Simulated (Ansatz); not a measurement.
# Sn: equation of state, part 2 of 2

Aim: scale the cell of Sn up and down at fixed shape and fractional positions, and get the equilibrium volume and bulk modulus with LAPW, PAW and all-electron datasets made for the crystal.

Ansatz 0.2.0; DFT PBEsol; a database cell (COD). «Crystal datasets» are all-electron PAW datasets made for this crystal. The steps go on from the part before.

## (9) Volume × 1.02, PAW

File input.yaml:

```yaml
crystal:
  lattice:
    - [0.0, 3.2670946662, 3.2670946662]
    - [3.2670946662, 0.0, 3.2670946662]
    - [3.2670946662, 3.2670946662, 0.0]
  atoms:
    - { symbol: Sn, position: [0.5, 0.5, 0.5] }
    - { symbol: Sn, position: [0.75, 0.75, 0.75] }
kpoints:
  mp_grid: { grid: [11, 11, 11] }
scf:
  occupations: { method: fermi_dirac, width: 0.05 }
hamiltonian:
  xc: pbesol
  pseudopotentials: { kind: paw }
output:
  forces: true
  stress: true
  eigenvalues: true
  efg: { contact_densities: true }
```

Started as:

```
> ansatz run input.yaml --threads 1 --pin off --max-ram 3072MiB --backend cpu --events-out ev --progress --plain --runs-dir out
```

The log of the run, cut to the lines that bear on the results:

```text
Sn: output.efg is read without spin–orbit coupling, which moves field gradients at and beside such atoms by some per cent and up to a factor of two; PAW files take it under magnetization.noncollinear and magnetization.spin_orbit
[...]
Pseudopotentials: kind: paw
Pseudopotential: Sn, paw, valence charge 14, recommended cutoff 420 eV (normal)
Functional definition: PBEsol
[...]
Crystal: 2 atoms, lattice volume = 69.745 Å³
Basis set: ecut = 420 eV, 1363 PW (Γ), exchange–correlation on 64×64×64 points (8 copies of the dense FFT grid, shifted against one another)
Bands: 18, of which v1, the nominal top of the filled ones, is band 14 counted from 1 (13 counted from 0)
Symmetry: 48 space group operations
Space group: Fd-3m (ITA 227), of the structure as read, at distance tolerance 4.1e-5 Å
k-points: 56 of 1331
[...]
  atom   1  Sn     0.00000000     0.00000000    -0.00000000
  atom   2  Sn     0.00000000     0.00000000    -0.00000000
[...]
--- Stress (GPa, compression-positive) ---
        0.123641       0.000000       0.000000
        0.000000       0.123641      -0.000000
       -0.000000       0.000000       0.123641
  P = ⅓ Tr σ = 0.1236 GPa (1.236 kbar)
--- PAW observables at the nuclei: V_zz in 10²¹ V/m², potentials from the cell's mean, atoms counted from 1 ---
  atom   1  Sn V_zz =    -0.000000   η = 0.0000   by run symmetry: forbidden
            electrostatic potential = -8170.450297 V   contact ρ = 1234589.535234 e/Å³
  atom   2  Sn V_zz =    -0.000000   η = 0.0000   by run symmetry: forbidden
            electrostatic potential = -8170.450297 V   contact ρ = 1234589.535234 e/Å³
--- Band table (eV; the first three rows and the last of 56) ---
  k-point 0: bands = ["-14.1683", "-14.1683", "-14.1683", "-14.1102", "-14.1102", "-13.8157", "-13.8157", "-13.8157", "-13.8084", "-13.8084", "-3.0768", "6.5834", "7.5035", "7.5035", "7.5035", "9.5643", "9.5643", "9.5643"]
[...]
```

Wall time 4.5 s (1 thread of Arm Neoverse V2, shared host); peak memory 0.38 GiB.

Read from it: pressure 0.12 GPa; no gap.

## (10) Volume × 1.02, crystal datasets

Changes to input.yaml since step 9:

```diff
@@ -14,3 +14,3 @@
   xc: pbesol
-  pseudopotentials: { kind: paw }
+  pseudopotentials: { kind: all_electron, datasets: crystal }
 output:
```

Started as:

```
> ansatz run input.yaml --threads 1 --pin off --max-ram 3072MiB --backend cpu --events-out ev --progress --plain --runs-dir out
```

The log of the run, cut to the lines that bear on the results:

```text
[...]
band count auto-derived: 19 (N_el = 28.0; filled up to band 14; 18 by the electrons, moments and atoms)
Sn: output.efg is read without spin–orbit coupling, which moves field gradients at and beside such atoms by some per cent and up to a factor of two; PAW files take it under magnetization.noncollinear and magnetization.spin_orbit
[...]
Pseudopotentials: kind: all_electron
Pseudopotential: Sn, paw, valence charge 14, recommended cutoff 240 eV (normal), Koelling and Harmon's equation, gaussian nucleus
Functional definition: PBEsol
[...]
Crystal: 2 atoms, lattice volume = 69.745 Å³
Basis set: ecut = 240 eV, 609 PW (Γ), exchange–correlation on 48×48×48 points (8 copies of the dense FFT grid, shifted against one another)
Bands: 19, of which v1, the nominal top of the filled ones, is band 14 counted from 1 (13 counted from 0)
Symmetry: 48 space group operations
[...]
  atom   1  Sn    -0.00000000    -0.00000000    -0.00000000
  atom   2  Sn    -0.00000000    -0.00000000    -0.00000000
[...]
--- Stress (GPa, compression-positive) ---
        0.122574       0.000000      -0.000000
        0.000000       0.122574       0.000000
        0.000000      -0.000000       0.122574
  P = ⅓ Tr σ = 0.1226 GPa (1.226 kbar)
--- PAW observables at the nuclei: V_zz in 10²¹ V/m², potentials from the cell's mean, atoms counted from 1 ---
  atom   1  Sn V_zz =    -0.000000   η = 0.0000   by run symmetry: forbidden
            electrostatic potential = -8168.517411 V   contact ρ = 1234489.359325 e/Å³
  atom   2  Sn V_zz =    -0.000000   η = 0.0000   by run symmetry: forbidden
            electrostatic potential = -8168.517411 V   contact ρ = 1234489.359325 e/Å³
--- Band table (eV; the first three rows and the last of 56) ---
  k-point 0: bands = ["-11.8670", "-11.8670", "-11.8670", "-11.8088", "-11.8088", "-11.5142", "-11.5142", "-11.5142", "-11.5070", "-11.5070", "-0.7782", "8.8825", "9.8021", "9.8021", "9.8021", "11.8627", "11.8627"]
[...]
```

It took 7 s on 1 thread of Arm Neoverse V2, shared host; peak memory 0.39 GiB.

Result: pressure 0.12 GPa; no gap.

## (11) Volume × 1.06, LAPW

File input.yaml:

```yaml
crystal:
  lattice:
    - [0.0, 3.3092553764, 3.3092553764]
    - [3.3092553764, 0.0, 3.3092553764]
    - [3.3092553764, 3.3092553764, 0.0]
  atoms:
    - { symbol: Sn, position: [0.5, 0.5, 0.5] }
    - { symbol: Sn, position: [0.75, 0.75, 0.75] }
kpoints:
  mp_grid: { grid: [11, 11, 11] }
  band_path:
    path:
      - [0.0, 0.0, 0.0]
      - [0.5, 0.0, 0.5]
      - [0.625, 0.25, 0.625]
      - [0.375, 0.375, 0.75]
      - [0.0, 0.0, 0.0]
      - [0.5, 0.5, 0.5]
      - [0.5, 0.25, 0.75]
      - [0.5, 0.0, 0.5]
    npoints: 5
scf:
  occupations: { method: fermi_dirac, width: 0.05 }
hamiltonian:
  xc: pbesol
  pseudopotentials: { kind: all_electron, lapw: { basis_error: 0.001 } }
output:
  forces: true
  stress: true
  eigenvalues: true
```

Started as:

```
> ansatz run input.yaml --threads 1 --pin off --max-ram 3072MiB --backend cpu --events-out ev --progress --plain --runs-dir out
```

The log of the run, cut to the lines that bear on the results:

```text
LAPW: plane waves up to 7.977 Å⁻¹, error target 1.0e-3 eV per atom; small_component_spin mean_spin; Sn in spheres of 1.433 Å, 22 of its electrons in bands, Dirac shells []
[...]
Pseudopotentials: kind: all_electron
Pseudopotential: Sn, LAPW, valence charge 22, Koelling and Harmon's equation, gaussian nucleus
Functional definition: PBEsol
[...]
Crystal: 2 atoms, lattice volume = 72.480 Å³
Basis set: ecut = 242.43991986631067 eV, 609 PW (Γ), exchange–correlation at level 2
Bands: 27, of which v1, the nominal top of the filled ones, is band 22 counted from 1 (21 counted from 0)
Symmetry: 48 space group operations
Space group: Fd-3m (ITA 227), of the structure as read, at distance tolerance 4.2e-5 Å
k-points: 56 of 1331
[...]
SCF iter   1: F=—  HF=-336030.056942 eV  |F-HF|=—  |Δ(HF+E_count)|=         —  Δρ=1.67e-2  dr2=2.54e-1  ethr=5.72e-4  ⟨swp⟩=3.0  Hψ=9783  notcnv=0
[...]
the basis was enlarged: its passes take 83.4 KiB over the memory plan, 1 of 1 planned eigensolver slots
SCF iter   6: F=-336029.991150 eV  HF=-336029.991150 eV  |F-HF|=1.73e-7  |Δ(HF+E_count)|=   6.14e-7  Δρ=8.50e-6  dr2=9.65e-8  ethr=1.57e-8  ⟨swp⟩=3.0  Hψ=4424  notcnv=0
[...]
NSCF: frozen V_eff on 36 k-points
SCF converged after 6 iterations
Free energy (F): -336029.991150 eV
[...]
E sigma→0 (E₀):  -336029.990064 eV
Entropy (-TS):   -0.002171 eV (-1.086 meV/atom)
Fermi energy:    9.118966 eV
[...]
--- Forces (eV/Å), atoms counted from 1 ---
  atom   1  Sn    -0.00000000    -0.00000000    -0.00000000
  atom   2  Sn     0.00000000     0.00000000    -0.00000000
[...]
--- Stress (GPa, compression-positive) ---
       -1.344570      -0.000000      -0.000000
       -0.000000      -1.344570      -0.000000
       -0.000000      -0.000000      -1.344570
  P = ⅓ Tr σ = -1.3446 GPa (-13.446 kbar)
--- Band table (eV; the first three rows and the last of 56) ---
[...]
```

It took 18 s on 1 thread of Arm Neoverse V2, shared host; peak memory 0.38 GiB.

In short: pressure -1.34 GPa; no gap.

## (12) Volume × 1.06, PAW

File input.yaml:

```yaml
crystal:
  lattice:
    - [0.0, 3.3092553764, 3.3092553764]
    - [3.3092553764, 0.0, 3.3092553764]
    - [3.3092553764, 3.3092553764, 0.0]
  atoms:
    - { symbol: Sn, position: [0.5, 0.5, 0.5] }
    - { symbol: Sn, position: [0.75, 0.75, 0.75] }
kpoints:
  mp_grid: { grid: [11, 11, 11] }
scf:
  occupations: { method: fermi_dirac, width: 0.05 }
hamiltonian:
  xc: pbesol
  pseudopotentials: { kind: paw }
output:
  forces: true
  stress: true
  eigenvalues: true
  efg: { contact_densities: true }
```

Started as:

```
> ansatz run input.yaml --threads 1 --pin off --max-ram 3072MiB --backend cpu --events-out ev --progress --plain --runs-dir out
```

The log of the run, cut to the lines that bear on the results:

```text
Sn: output.efg is read without spin–orbit coupling, which moves field gradients at and beside such atoms by some per cent and up to a factor of two; PAW files take it under magnetization.noncollinear and magnetization.spin_orbit
[...]
Pseudopotentials: kind: paw
Pseudopotential: Sn, paw, valence charge 14, recommended cutoff 420 eV (normal)
Functional definition: PBEsol
[...]
Crystal: 2 atoms, lattice volume = 72.480 Å³
Basis set: ecut = 420 eV, 1411 PW (Γ), exchange–correlation on 64×64×64 points (8 copies of the dense FFT grid, shifted against one another)
Bands: 18, of which v1, the nominal top of the filled ones, is band 14 counted from 1 (13 counted from 0)
Symmetry: 48 space group operations
Space group: Fd-3m (ITA 227), of the structure as read, at distance tolerance 4.2e-5 Å
k-points: 56 of 1331
[...]
  atom   1  Sn     0.00000000    -0.00000000    -0.00000000
  atom   2  Sn     0.00000000    -0.00000000    -0.00000000
[...]
--- Stress (GPa, compression-positive) ---
       -1.345720       0.000000      -0.000000
       -0.000000      -1.345720       0.000000
        0.000000      -0.000000      -1.345720
  P = ⅓ Tr σ = -1.3457 GPa (-13.457 kbar)
--- PAW observables at the nuclei: V_zz in 10²¹ V/m², potentials from the cell's mean, atoms counted from 1 ---
  atom   1  Sn V_zz =    -0.000000   η = 0.0000   by run symmetry: forbidden
            electrostatic potential = -8169.917279 V   contact ρ = 1234593.471622 e/Å³
  atom   2  Sn V_zz =    -0.000000   η = 0.0000   by run symmetry: forbidden
            electrostatic potential = -8169.917279 V   contact ρ = 1234593.471622 e/Å³
--- Band table (eV; the first three rows and the last of 56) ---
  k-point 0: bands = ["-14.5688", "-14.5688", "-14.5688", "-14.5157", "-14.5157", "-14.2502", "-14.2502", "-14.2502", "-14.2466", "-14.2466", "-3.2985", "5.8563", "7.0360", "7.0360", "7.0360", "9.0890", "9.0890", "9.0890"]
[...]
```

Wall time 4.5 s (1 thread of Arm Neoverse V2, shared host); peak memory 0.38 GiB.

This run gives: pressure -1.35 GPa; no gap.

## (13) Volume × 1.06, crystal datasets

Changes to input.yaml since step 12:

```diff
@@ -14,3 +14,3 @@
   xc: pbesol
-  pseudopotentials: { kind: paw }
+  pseudopotentials: { kind: all_electron, datasets: crystal }
 output:
```

Started as:

```
> ansatz run input.yaml --threads 1 --pin off --max-ram 3072MiB --backend cpu --events-out ev --progress --plain --runs-dir out
```

The log of the run, cut to the lines that bear on the results:

```text
[...]
band count auto-derived: 19 (N_el = 28.0; filled up to band 14; 18 by the electrons, moments and atoms)
Sn: output.efg is read without spin–orbit coupling, which moves field gradients at and beside such atoms by some per cent and up to a factor of two; PAW files take it under magnetization.noncollinear and magnetization.spin_orbit
[...]
Pseudopotentials: kind: all_electron
Pseudopotential: Sn, paw, valence charge 14, recommended cutoff 240 eV (normal), Koelling and Harmon's equation, gaussian nucleus
Functional definition: PBEsol
[...]
Crystal: 2 atoms, lattice volume = 72.480 Å³
Basis set: ecut = 240 eV, 609 PW (Γ), exchange–correlation on 48×48×48 points (8 copies of the dense FFT grid, shifted against one another)
Bands: 19, of which v1, the nominal top of the filled ones, is band 14 counted from 1 (13 counted from 0)
Symmetry: 48 space group operations
[...]
  atom   1  Sn    -0.00000000    -0.00000000     0.00000000
  atom   2  Sn    -0.00000000    -0.00000000    -0.00000000
[...]
--- Stress (GPa, compression-positive) ---
       -1.345829       0.000000       0.000000
        0.000000      -1.345829       0.000000
        0.000000      -0.000000      -1.345829
  P = ⅓ Tr σ = -1.3458 GPa (-13.458 kbar)
--- PAW observables at the nuclei: V_zz in 10²¹ V/m², potentials from the cell's mean, atoms counted from 1 ---
  atom   1  Sn V_zz =    -0.000000   η = 0.0000   by run symmetry: forbidden
            electrostatic potential = -8167.989556 V   contact ρ = 1234493.150096 e/Å³
  atom   2  Sn V_zz =    +0.000000   η = 0.0000   by run symmetry: forbidden
            electrostatic potential = -8167.989556 V   contact ρ = 1234493.150096 e/Å³
--- Band table (eV; the first three rows and the last of 56) ---
  k-point 0: bands = ["-12.3545", "-12.3545", "-12.3545", "-12.3013", "-12.3013", "-12.0357", "-12.0357", "-12.0357", "-12.0321", "-12.0321", "-1.0872", "8.0682", "9.2473", "9.2473", "9.2473", "11.3003", "11.3003"]
[...]
```

Wall time 7.1 s (1 thread of Arm Neoverse V2, shared host); peak memory 0.4 GiB.

Read from it: pressure -1.35 GPa; no gap.

## (14) All volumes together

```
          method  volume (Å³/atom)  F above the lowest (meV/atom)  pressure (GPa)
            LAPW            32.821                           19.3            3.07
            LAPW            33.847                            5.0            1.47
            LAPW            34.873                            0.0            0.12
            LAPW            36.240                            5.5           -1.34
             PAW            32.821                           19.3            3.07
             PAW            33.847                            5.0            1.47
             PAW            34.873                            0.0            0.12
             PAW            36.240                            5.5           -1.35
crystal datasets            32.821                              –            3.07
crystal datasets            33.847                              –            1.47
crystal datasets            34.873                              –            0.12
crystal datasets            36.240                              –           -1.35
```

## (15) Outcome

What follows sums up all 2 parts.

```
                                  quantity           value
                 equilibrium volume (LAPW)  34.976 Å³/atom
                       bulk modulus (LAPW)          41 GPa
            its pressure derivative (LAPW)             4.9
                  equilibrium volume (PAW)  34.976 Å³/atom
                        bulk modulus (PAW)          41 GPa
             its pressure derivative (PAW)             4.9
     equilibrium volume (crystal datasets)  34.975 Å³/atom
           bulk modulus (crystal datasets)          41 GPa
its pressure derivative (crystal datasets)             4.9
```

What this shows: A third-order Birch-Murnaghan fit to the LAPW pressures puts zero pressure at 34.98 Å³/atom, +2.3 % from the given cell, with a bulk modulus of 41 GPa. PAW's volume lies less than 0.01 % and its modulus less than 0.1 % from LAPW's. No thermal or zero-point expansion is included.
